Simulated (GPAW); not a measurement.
ScAl3: equation of state with BLYP+D3

**Experimental background.**

From “A Combined Experimental and First-Principles Based Assessment of Finite-Temperature Thermodynamic Properties of Intermetallic Al3Sc”, 2021, pmc:8067998, for a bulk crystal of ScAl3 at 298 K: bulk modulus 91.5 ± 1.1 GPa.

Crystal: ScAl3.

```
Sc Al
1.0
     4.08781    0.00000    0.00000
     0.00000    4.08781    0.00000
     0.00000    0.00000    4.08781
Sc Al
1 3
Cartesian
  0.0000 0.0000 0.0000
  2.0439 2.0439 0.0000
  0.0000 2.0439 2.0439
  2.0439 0.0000 2.0439
```

The cell is a database's computed one.

- Program: GPAW 26.7.0
- Task: equation of state
- Functional: BLYP
- Dispersion: D3
- Potentials or basis: PAW data sets generated in the run's folder for this functional
- Cutoff: 600 eV
- Basis: pw
- k mesh: 5 × 5 × 5
- Occupations: fermi-dirac, width 0.05 eV
- Spin: no spin polarisation
- Eigensolver: davidson
- Maxiter: 150
- Eos scales: [0.94, 0.96, 0.98, 1.0, 1.02, 1.04, 1.06]

- Equilibrium volume: 16.69 Å³/atom
- Bulk modulus: 84 GPa
- Pressure derivative of the bulk modulus: 4.5

Energy against volume, from the lowest point:
```tsv
volume (Å³/atom)	energy (meV/atom)
16.052	6.72
16.394	1.35
16.735	0.00
17.077	2.28
17.419	7.78
17.760	16.17
18.102	27.14
```

It took 82 s on 1 thread of Intel(R) Xeon(R) CPU @ 2.80GHz (Skylake/Cascade Lake), with other jobs on the host, peak memory 0.26 GiB.

Against the measured bulk modulus of ScAl3, 91.5 GPa (298 K; quoted in “A Combined Experimental and First-Principles Based Assessment of Finite-Temperature Thermodynamic Properties of Intermetallic Al3Sc”, 2021, pmc:8067998), the calculated 84 GPa is off by -8.1 %. The fit is for a static lattice scaled at fixed shape and fixed fractional positions.
